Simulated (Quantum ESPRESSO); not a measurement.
# MoS2 under changes of volume

One of the cells (31.721 Å³/atom); the others are scaled copies at fixed shape and fractional positions:

```
Mo S
1.0
     3.18454    0.00000    0.00000
    -1.59227    2.75789    0.00000
     0.00000    0.00000   21.67053
Mo S
2 4
Direct
  0.33333 0.66667 0.85116
  0.66667 0.33333 0.14884
  0.66667 0.33333 0.77963
  0.33333 0.66667 0.07725
  0.66667 0.33333 0.92275
  0.33333 0.66667 0.22037
```

```yaml
Program: Quantum ESPRESSO 7.5
Functional: PBE
Potentials_or_basis: SSSP 1.3 efficiency PBE
Cutoff: 816 eV
Density_cutoff: 5987 eV
k_mesh: 10 × 10 × 2
Occupations: fermi-dirac, width 0.05 eV
Spin: no spin polarisation
```

| volume (Å³/atom) | energy over the lowest point (meV/atom) | gap on the mesh (eV) | largest force (eV/Å) |
| --- | --- | --- | --- |
| 29.817 | ? | ? | ? |
| 30.452 | 20.17 | 1.45 | 0.956 |
| 31.086 | 6.39 | 1.42 | 0.580 |
| 31.721 | 0.00 | 1.39 | 0.233 |
| 32.355 | 0.26 | 1.36 | 0.141 |
| 32.990 | 6.49 | 1.33 | 0.433 |
| 33.624 | 18.08 | 1.30 | 0.703 |

Task: What does the run at 29.817 Å³/atom give?

Result: Energy over the lowest point 42.19 meV/atom; gap on the mesh 1.48 eV; largest force 1.362 eV/Å.

Worked out: A Birch-Murnaghan fit of order 3 (a polynomial in V^(-2/3)) to the other rows has its minimum at 32.01 Å³/atom with B0 = V·E''(V) = 81 GPa and B' = 4.4 at fixed shape and positions, which overstates the stiffness. It gives 42.22 meV/atom at 29.817 Å³/atom, against the run's 42.19. A straight line through the other rows of the gap, of slope -1.51 eV per unit of ln V, extrapolates to 1.48 eV, against the run's 1.48.

Energies are extrapolated to zero smearing.

A mesh can miss the band edges. Spin-orbit coupling on Mo is left out.
